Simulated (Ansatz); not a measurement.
Crystal: Sn.

```
CELL_PARAMETERS angstrom
-2.94014 2.94014 1.59930
2.94014 -2.94014 1.59930
2.94014 2.94014 -1.59930
ATOMIC_POSITIONS crystal
Sn 0.00000 0.00000 0.00000
Sn 0.75000 0.25000 0.50000
```

| Item | Value |
| --- | --- |
| Program | Ansatz 0.2.0 |
| Task | relaxation of cell and atoms |
| Functional | revPBE |
| Potentials or basis | Ansatz PAW |
| Cutoff | 420 eV (not typed: the program's choice for these potentials) |
| k mesh | 9 × 9 × 9 |
| Occupations | fermi-dirac, width 0.05 eV |
| Spin | no spin polarisation |

At the start: volume 27.65 Å³/atom.

How do energy, volume and symmetry change on relaxing?

It ends after 5 steps and the volume is 29.04 Å³/atom (+5.0 %); space group I4_1/amd (No. 141, to 0.05 Å).

Step by step:
| step | energy change (eV) | largest force (eV/Å) | volume (Å³) |
| --- | --- | --- | --- |
| 1 | 0.0000 | 0.0000 | 55.30 |
| 2 | -0.0177 | 0.0000 | 58.97 |
| 3 | -0.0198 | 0.0000 | 58.15 |
| 4 | -0.0199 | 0.0000 | 58.07 |
| 5 | -0.0204 | 0.0000 | 58.07 |

Final structure:
```
CELL_PARAMETERS angstrom
-2.99219 2.99219 1.62162
2.99219 -2.99219 1.62162
2.99219 2.99219 -1.62162
ATOMIC_POSITIONS crystal
Sn 0.00000 0.00000 0.00000
Sn 0.75000 0.25000 0.50000
```

Caveat: the plane-wave basis is chosen anew once the cell has moved, so the energies of steps on either side of that aren't comparable; the PAW data sets come from PBE, with cores solved anew for the run's functional, which leaves a small shift of forces and pressure.
